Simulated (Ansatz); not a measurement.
# Compressing WS₂

Theory: Ansatz 0.2.0, DFT PBEsol, scalar-relativistic, plane waves, PAW. Settings: 420 eV cutoff, 12×12×1 k-mesh, Gaussian smearing of 0.02 eV, no spin polarisation.

Starting point, cell and atoms relaxed:

```
W S
1.0
     3.14594    0.00000    0.00000
    -1.57297    2.72446    0.00000
     0.00000    0.00000   28.35081
W S
3 6
Direct
  0.66667 0.33333 0.65971
  0.33333 0.66667 0.88364
  0.33333 0.66667 0.43583
  0.66667 0.33333 0.93890
  0.66667 0.33333 0.49112
  0.33333 0.66667 0.71501
  0.66667 0.33333 0.82834
  0.66667 0.33333 0.38057
  0.33333 0.66667 0.60442
```

Cell and atoms are relaxed at each pressure within the symmetry of the start, at zero temperature, so transitions that lower the symmetry aren't seen. The k-mesh given is that at zero pressure and may differ at others. a, b and c are the lengths of the cell vectors above. Gaps are Kohn–Sham gaps over the whole zone.

Spin-orbit coupling is left out, which matters for the bands and energies of heavy elements.

| P (GPa) | V (Å³/atom) | V/V0 | a (Å) | b (Å) | c (Å) |
| --- | --- | --- | --- | --- | --- |
| 0 | 27.00 | 1.000 | 3.146 | 3.146 | 28.351 |
| 3 | 17.35 | 0.643 | 3.121 | 3.121 | 18.505 |
| 8 | 16.31 | 0.604 | 3.086 | 3.086 | 17.798 |
| 15 | 15.43 | 0.572 | 3.043 | 3.043 | 17.316 |
| 30 | 14.20 | 0.526 | 2.969 | 2.969 | 16.744 |

(1) Does one equation of state fit all points?

(2) Which cell vector or vectors give way most up to 30 GPa?

(3) What does pressure do to the gap?

## Answers

(1) No: a third-order Birch–Murnaghan curve misses by up to 0.3 GPa, so the compression isn't smooth over this range.

(2) c: the changes are a -5.6 %, b -5.6 %, c -40.9 %.

(3) The gaps are 1.32 eV at 0 GPa, 0.85 eV at 3 GPa, 0.56 eV at 8 GPa, 0.30 eV at 15 GPa, metal at 30 GPa. It closes between 15 and 30 GPa.

This form isn't the usual stable structure of the compound.